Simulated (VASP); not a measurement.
# AlN (P6_3mc) in VASP: further runs

Runs on AlN. Level: PBE. Tasks: relaxation of cell and atoms.

Everything below comes from runs of VASP 6.6.1. Logs are shortened: lines on timing, memory, paths and dates and some standing lists are left out, and cuts for length are marked.

### Step 1. The structure

It takes space group P6_3mc (No. 186, hexagonal). The conventional cell has a = 3.113 Å, b = 3.113 Å, c = 4.981 Å, α = 90.00°, β = 90.00°, γ = 120.00°. Around Al (site symmetry 3m) lie 4 N at 1.89 Å. N (site symmetry 3m) has 4 Al at 1.89 Å as nearest neighbours.

### Step 2. Relaxation of cell and atoms, PBE

INCAR

```
PREC = Accurate
ENCUT = 520
EDIFF = 1E-7
ISMEAR = 0
SIGMA = 0.02
LREAL = False
LASPH = True
NELM = 60
ALGO = Normal
ISIF = 3
LWAVE = False
LCHARG = False
GGA = PE
IBRION = 2
NSW = 80
EDIFFG = -0.002
KPAR = 4
```

KPOINTS

```
Automatic mesh
0
Gamma
  12 12 6
```

POSCAR

```
AlN
1.0
    3.1130000000      0.0000000000      0.0000000000
   -1.5565000000      2.6959370800      0.0000000000
    0.0000000000      0.0000000000      4.9810000000
Al N
2 2
Direct
    0.3333333300      0.6666666700      0.0000000000
    0.6666666700      0.3333333300      0.5000000000
    0.3333333300      0.6666666700      0.3800000000
    0.6666666700      0.3333333300      0.8800000000
```

Potentials or basis: VASP PAW PBE potentials, release 64 (Al, N).

On the command line:

```console
$ cat potpaw_PBE.64/Al/POTCAR potpaw_PBE.64/N/POTCAR > POTCAR
$ mpirun -np 4 vasp_std > vasp.out
```

OUTCAR:

```text
PREC = Accurate
   ENCUT = 520
   EDIFF = 1E-7
   ISMEAR = 0
   LREAL = False
   LASPH = True
   NELM = 60
   ISIF = 3
   GGA = PE
   IBRION = 2
   NSW = 80
   EDIFFG = -0.002

 ion  position               nearest neighbor table
   1  0.333  0.667  0.000-   3 1.89   4 1.89   4 1.89   4 1.89   2 3.07   2 3.07   2 3.07   2 3.07
                             2 3.07   2 3.07
   2  0.667  0.333  0.500-   4 1.89   3 1.89   3 1.89   3 1.89   1 3.07   1 3.07   1 3.07   1 3.07
                             1 3.07   1 3.07
   3  0.333  0.667  0.380-   1 1.89   2 1.89   2 1.89   2 1.89
   4  0.667  0.333  0.880-   2 1.89   1 1.89   1 1.89   1 1.89

  LATTYP: Found a hexagonal cell.
 ALAT       =     3.1130000000
 C/A-ratio  =     1.6000642467

  Lattice vectors:

 A1 = (   3.1130000000,   0.0000000000,   0.0000000000)
 A2 = (  -1.5565000000,   2.6959370800,   0.0000000000)
 A3 = (   0.0000000000,   0.0000000000,   4.9810000000)

Analysis of symmetry for initial positions (statically):
=====================================================================
 Subroutine PRICEL returns:
 Original cell was already a primitive cell.

 Routine SETGRP: Setting up the symmetry group for a
 hexagonal supercell.

 Subroutine GETGRP returns: Found 12 space group operations
 (whereof  6 operations were pure point group operations)
 out of a pool of 24 trial point group operations.

The static configuration has the point symmetry C_3v.
 The point group associated with its full space group is C_6v.

Analysis of symmetry for dynamics (positions and initial velocities):
=====================================================================
 Subroutine PRICEL returns:
 Original cell was already a primitive cell.

 Routine SETGRP: Setting up the symmetry group for a
 hexagonal supercell.

 Subroutine GETGRP returns: Found 12 space group operations
 (whereof  6 operations were pure point group operations)
 out of a pool of 24 trial point group operations.

The dynamic configuration has the point symmetry C_3v.
 The point group associated with its full space group is C_6v.

 Subroutine INISYM returns: Found 12 space group operations
 (whereof  6 operations are pure point group operations),
 and found     1 'primitive' translations

----------------------------------------------------------------------------------------

                                     Primitive cell

  volume of cell :      41.8028

  direct lattice vectors                    reciprocal lattice vectors
     3.113000000  0.000000000  0.000000000     0.321233537  0.185464269  0.000000000
    -1.556500000  2.695937080  0.000000000     0.000000000  0.370928538  0.000000000
     0.000000000  0.000000000  4.981000000     0.000000000  0.000000000  0.200762899

  length of vectors
     3.113000000  3.112999998  4.981000000     0.370928538  0.370928538  0.200762899

  position of ions in fractional coordinates (direct lattice)
     0.333333330  0.666666670  0.000000000
     0.666666670  0.333333330  0.500000000
     0.333333330  0.666666670  0.380000000
     0.666666670  0.333333330  0.880000000

  ion indices of the primitive-cell ions
   primitive index   ion index
                 1           1
                 2           2
                 3           3
                 4           4

----------------------------------------------------------------------------------------

 KPOINTS: Automatic mesh

Automatic generation of k-mesh.
 Grid dimensions read from file:
 generate k-points for:   12   12    6

 Generating k-lattice:

  Cartesian coordinates                     Fractional coordinates (reciprocal lattice)
     0.026769461  0.015455356  0.000000000     0.083333333 -0.000000000  0.000000000
     0.000000000  0.030910712  0.000000000     0.000000000  0.083333333  0.000000000
     0.000000000  0.000000000  0.033460483     0.000000000  0.000000000  0.166666667

  Length of vectors
     0.030910711  0.030910712  0.033460483

  Shift w.r.t. Gamma in fractional coordinates (k-lattice)
     0.000000000  0.000000000  0.000000000

 Subroutine IBZKPT returns following result:
 ===========================================

 Found     76 irreducible k-points:

 Following reciprocal coordinates:
            Coordinates               Weight
  0.000000  0.000000  0.000000      1.000000
  0.083333  0.000000  0.000000      6.000000
  0.166667  0.000000  0.000000      6.000000
  0.250000  0.000000  0.000000      6.000000
  0.333333  0.000000  0.000000      6.000000
  0.416667  0.000000  0.000000      6.000000
[... 16 lines left out ...]
  0.250000  0.000000  0.166667     12.000000
  0.333333  0.000000  0.166667     12.000000
 [... further k-points ...]
   k-points           NKPTS =     76   k-points in BZ     NKDIM =     76   number of bands    NBANDS=     12
   number of dos      NEDOS =    301   number of ions     NIONS =      4
   total plane-waves  NPLWV =  23040
   dimension x,y,z NGX =    24 NGY =   24 NGZ =   40
   dimension x,y,z NGXF=    48 NGYF=   48 NGZF=   80
   ions per type =               2   2
   NGX,Y,Z   is equivalent  to a cutoff of  12.82, 12.82, 13.35 a.u.
   NGXF,Y,Z  is equivalent  to a cutoff of  25.63, 25.63, 26.70 a.u.
 SYSTEM =  unknown system
   PREC   = accura    normal or accurate (medium, high low for compatibility)
   ISTART =      0    job   : 0-new  1-cont  2-samecut
   ICHARG =      2    charge: 1-file 2-atom 10-const
   ISPIN  =      1    spin polarized calculation?
   LNONCOLLINEAR =      F non collinear calculations
   LSORBIT =      F    spin-orbit coupling
   LASPH  =      T    aspherical Exc in radial PAW
   ENCUT  =  520.0 eV  38.22 Ry    6.18 a.u.   5.79  5.79  9.26*2*pi/ulx,y,z
   NELM   =     60;   NELMIN=  2; NELMDL= -5     # of ELM steps
   EDIFF  = 0.1E-06   stopping-criterion for ELM
   LREAL  =      F    real-space projection
   EDIFFG = -.2E-02   stopping-criterion for IOM
   NSW    =     80    number of steps for IOM
   IBRION =      2    ionic relax: 0-MD 1-quasi-New 2-CG
   NFREE  =      1    steps in history (QN), initial steepest desc. (CG)
   ISIF   =      3    stress and relaxation
   ISYM   =      2    0-nonsym 1-usesym 2-fastsym
   POTIM  = 0.5000    time-step for ionic-motion
   TEBEG  =    0.0;   TEEND  =   0.0 temperature during run
   PSTRESS=    0.0 pullay stress
   NELECT =      16.0000    total number of electrons
   NUPDOWN=      -1.0000    fix difference up-down
   EMIN   =  10.00;   EMAX   =-10.00  energy-range for DOS
   EFERMI =   0.00;   METHOD = LEGACY
   ISMEAR =     0;   SIGMA  =   0.02  broadening in eV -4-tet -1-fermi 0-gaus
   EFERMI_NEDOS =   21; number of points for ismear=-14 and -15
   IALGO  =     38    algorithm
   IMIX   =      4    mixing-type and parameters
     AMIX     =   0.40;   BMIX     =  1.00
     AMIX_MAG =   1.60;   BMIX_MAG =  1.00
  volume/ion in A,a.u.               =      10.45        70.52
  Fermi-wavevector in a.u.,A,eV,Ry     =   1.188629  2.246183 19.222843  1.412839
  Thomas-Fermi vector in A             =   2.324754
   LORBIT       =      0    0 simple, 1 ext, 2 COOP (PROOUT), +10 PAW based schemes
   GGA     = PE    functional components
   LHFCALC =     F    Hartree Fock is set to
   AEXX    =    0.0000 exact exchange contribution
   IVDW    =     0    specifies the selected vdW correction
   LEPSILON=     F    determine dielectric tensor
   LRPA    =     F    only Hartree local field effects (RPA)
 conjugate gradient relaxation of ions
 non-spin polarized calculation
 Gauss-broadening in eV      SIGMA  =   0.02
  energy-cutoff  :      520.00
  volume of cell :       41.80
 maximum number of plane-waves:      1152
 NGX is ok and might be reduce to    24
   NGX = 11   NGY = 11   NGZ = 19

--------------------------------------- Ionic step        1  -------------------------------------------

 number of electron      15.9999997 magnetization

 Free energy of the ion-electron system (eV)
  ---------------------------------------------------
  ext. energy  EPLUGINS =         0.00000000
  ---------------------------------------------------
  free energy    TOTEN  =       -29.77128297 eV

  energy without entropy =      -29.77128297  energy(sigma->0) =      -29.77128297

------------------------ aborting loop because EDIFF is reached ----------------------------------------

  FORCE on cell =-STRESS in cart. coord.  units (eV):
  Direction    XX          YY          ZZ          XY          YZ          ZX
  --------------------------------------------------------------------------------------
  -------------------------------------------------------------------------------------
  Total        0.7574747      0.7574747      1.1902415      0.0000000     -0.0000000      0.0000000
  in kB       29.0317544     29.0317544     45.6184228      0.0000000     -0.0000000      0.0000000
  external PRESSURE =      34.5606439 kB  Pullay stress =       0.0000000 kB
[... 251 lines left out ...]
  energy  without entropy=      -29.7801173791  energy(sigma->0) =      -29.78011738

--------------------------------------- Ionic step        8  -------------------------------------------

 number of electron      15.9999998 magnetization

 Free energy of the ion-electron system (eV)
  ---------------------------------------------------
  ext. energy  EPLUGINS =         0.00000000
  ---------------------------------------------------
  free energy    TOTEN  =       -29.78011840 eV

  energy without entropy =      -29.78011840  energy(sigma->0) =      -29.78011840

 E-fermi :   6.0773     XC(G=0): -10.8329

 val. band max:        5.9757054793   @ k =   0.0000   0.0000   0.0000
 cond. band min:      10.0320487548   @ k =   0.0000   0.0000   0.0000
 fundamental gap:      4.0563432754
 Fermi energy:         6.0772553877

 k-point     1 :       0.0000    0.0000    0.0000
  band No.  band energies     occupation
      1      -9.0982      2.00000
      2      -7.0122      2.00000
      3       0.0647      2.00000
      4       5.1326      2.00000
      5       5.1326      2.00000
      6       5.7749      2.00000
      7       5.7749      2.00000
      8       5.9757      2.00000
      9      10.0320      0.00000
     10      12.4991      0.00000
     11      16.4428      0.00000
     12      17.0157      0.00000
[... 331 lines left out ...]
 k-point    24 :       0.3333    0.0000    0.1667
  band No.  band energies     occupation
      1      -7.8042      2.00000
      2      -6.6105      2.00000
      3       1.1323      2.00000
      4       2.0799      2.00000
      5       2.6817      2.00000
      6       4.2367      2.00000
      7       5.1966      2.00000
      8       5.3312      2.00000
      9      11.7609      0.00000
     10      12.5780      0.00000
     11      14.3310      0.00000
     12      16.0181      0.00000

 [... further k-points ...]

------------------------ aborting loop because EDIFF is reached ----------------------------------------

  FORCE on cell =-STRESS in cart. coord.  units (eV):
  Direction    XX          YY          ZZ          XY          YZ          ZX
  --------------------------------------------------------------------------------------
  -------------------------------------------------------------------------------------
  Total       -0.0000173     -0.0000173     -0.0038535      0.0000000     -0.0000000      0.0000000
  in kB       -0.0006529     -0.0006529     -0.1451940      0.0000000     -0.0000000      0.0000000
  external PRESSURE =      -0.0488333 kB  Pullay stress =       0.0000000 kB
[... 19 lines left out ...]
  FREE ENERGIE OF THE ION-ELECTRON SYSTEM (eV)
  ---------------------------------------------------
  free  energy   TOTEN  =       -29.7801184032 eV

  energy  without entropy=      -29.7801184032  energy(sigma->0) =      -29.78011840

 reached required accuracy - stopping structural energy minimisation
```

Run time: 64 s. Hardware: 4 MPI ranks of AMD EPYC 7R43 (Zen 3), shared host; peak memory 0.14 GiB.

What came out:

| Item | Value |
| --- | --- |
| Free energy | -29.7801 eV |
| Relaxed volume | 10.63 Å³/atom |
| Relaxed cell | a = 3.129 Å, b = 3.129 Å, c = 5.016 Å, α = 90.00°, β = 90.00°, γ = 120.00° |
| Space group after relaxing (to 0.05 Å) | P6_3mc (No. 186) |
| Energy gained by relaxing | 2.2 meV/atom |
| Ionic steps | 8 |
| Pressure after relaxing | 0.0 GPa |
| Band gap on the k mesh | 4.06 eV, direct |

The path:
| step | energy change (eV) | largest force (eV/Å) | pressure (GPa) | volume (Å³) |
| --- | --- | --- | --- | --- |
| 1 | 0.0000 | 0.1289 | 3.46 | 41.80 |
| 2 | -0.0019 | 0.0913 | -2.90 | 43.18 |
| 3 | -0.0088 | 0.0034 | 0.00 | 42.52 |
| 4 | -0.0088 | 0.0059 | 0.07 | 42.51 |
| 5 | -0.0088 | 0.0066 | 0.05 | 42.51 |
| 6 | -0.0088 | 0.0070 | 0.04 | 42.51 |
| 7 | -0.0088 | 0.0022 | -0.02 | 42.53 |
| 8 | -0.0088 | 0.0007 | 0.00 | 42.52 |

Final structure:
```yaml
crystal:
  lattice:
    - [3.12857, 0.00000, 0.00000]
    - [-1.56429, 2.70942, 0.00000]
    - [0.00000, 0.00000, 5.01646]
  atoms:
    - { symbol: Al, position: [0.33333, 0.66667, 0.99926] }
    - { symbol: Al, position: [0.66667, 0.33333, 0.49926] }
    - { symbol: N, position: [0.33333, 0.66667, 0.38074] }
    - { symbol: N, position: [0.66667, 0.33333, 0.88074] }
```

[end of part 1 of 2]
